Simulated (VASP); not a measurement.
Runs of VASP 6.6.1 on SiO2. The structure is tetragonal, space group P4_12_12 (No. 92). Conventional cell: a = 5.075 Å, b = 5.075 Å, c = 7.085 Å, α = 90.00°, β = 90.00°, γ = 90.00°. Around Si (site symmetry 2) lie 4 O at 1.62 Å. Around O (site symmetry 1) lie 2 Si at 1.62 Å. The cell is a database's computed one.

| task | level | potentials or basis | cell | k mesh | cutoff (eV) | grid for exact exchange (PRECFOCK) | exchange at q = 0 | screening parameter | gap on the mesh (eV) | pressure (GPa) | largest force (eV/Å) |
| --- | --- | --- | --- | --- | --- | --- | --- | --- | --- | --- | --- |
| band structure | LDA | VASP PAW LDA potentials, release 64 (Si, O) | P4_12_12, 15.2 Å³/atom | 8 × 8 × 6 | 450 | - | - | - | 5.31 | - | 0.30 |
| band structure | r2SCAN | VASP PAW PBE potentials, release 64 (Si, O) | P4_12_12, 15.2 Å³/atom | 8 × 8 × 6 | 450 | - | - | - | 6.15 | - | (a) |
| relaxation of cell and atoms | PBE | VASP PAW PBE potentials, release 64 (Si, O) | relaxed | 6 × 6 × 5 | 600 | - | - | - | 5.52 | 0.0 | - |
| dielectric tensor | PBE | VASP PAW PBE potentials, release 64 (Si, O) | P4_12_12, 15.2 Å³/atom | 7 × 7 × 5 | 450 | - | - | - | 5.53 | - | - |
| band structure | PBE0 | VASP PAW PBE potentials, release 64 (Si, O) | P4_12_12, 15.2 Å³/atom | 6 × 6 × 4 | 450 | Fast | truncated | - | (b) | - | 0.31 |
| band structure | PBE | VASP PAW PBE potentials, release 64 (Si, O) | P4_12_12, 15.2 Å³/atom | 8 × 8 × 6 | 600 | - | - | - | 5.53 | 0.0 | - |
| band structure | HSE06 | VASP PAW PBE potentials, release 64 (Si, O) | P4_12_12, 15.2 Å³/atom | 6 × 6 × 4 | 450 | Fast | - | 0.2 1/A | 7.33 | - | 0.31 |

Alike in all rows: no spin polarisation; smearing gaussian 0.02 eV.

Task: Estimate the missing entries.

Result: (a) 0.25; (b) 8.07.

Caveats: the cutoff is under 1.25 times the usual one of these potentials, so pressure, stress and relaxed cells hold a basis-set (Pulay) error (some runs); the PAW data sets were made with another functional, which shifts forces and pressure a little (some runs); an odd mesh through Γ misses points on the zone boundary, where band edges often lie (some runs).
